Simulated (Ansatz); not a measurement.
Set up this calculation in Ansatz 0.2.0, as the native input.

* Task: single point
* Functional: PBE
* Potentials or basis: Ansatz PAW
* Cutoff: 420 eV (not typed: the program's choice for these potentials)
* k mesh: 13 × 13 × 8
* Occupations: gaussian, width 0.018 eV
* Spin: no spin polarisation

C:

```
CELL_PARAMETERS angstrom
2.12732 -1.22828 0.00000
2.12732 1.22828 0.00000
-1.37907 0.00000 3.50283
ATOMIC_POSITIONS crystal
C 0.16664 0.16664 0.99991
C 0.83336 0.83336 0.00009
```

This is a stacking variant of graphite.

These files were run (other wordings do the same):

input.yaml

```yaml
crystal:
  lattice:
    - [2.1273203072, -1.22828244, 0.0]
    - [2.1273203072, 1.22828244, 0.0]
    - [-1.3790696309, 0.0, 3.5028300786]
  atoms:
    - { symbol: C, position: [0.16664447, 0.16664447, 0.99990696] }
    - { symbol: C, position: [0.83335553, 0.83335553, 9.304e-05] }
hamiltonian:
  xc: pbe
  pseudopotentials: { kind: paw }
kpoints:
  mp_grid: { grid: [13, 13, 8] }
scf:
  occupations: { method: gaussian, width: 0.018 }
output:
  forces: true
  stress: true
  eigenvalues: true
```

Potentials or basis: Ansatz PAW.

Command:

```bash
$ ansatz run input.yaml --threads 2 --pin off --max-ram 5632MiB --backend cpu --events-out ev --progress --plain --runs-dir out
```

It gave:

The pressure is 3.8 GPa and the largest force is 0.004 eV/Å. The band gap on the k mesh is 0.93 eV, indirect (least direct gap 0.94 eV).

Caveat: odd divisions of the mesh miss points on the zone boundary, where band edges often lie, so the gap on the mesh can be too wide; the pressure holds a Pulay correction of +0.5 GPa for the finite cutoff; this functional lacks dispersion, which binds the layers, so the pressure and a relaxed spacing across them are unreliable.

Wall time 4.3 s on 2 threads of Intel(R) Xeon(R) Processor @ 2.50GHz (Skylake/Cascade Lake) (shared host), peak memory 0.35 GiB.
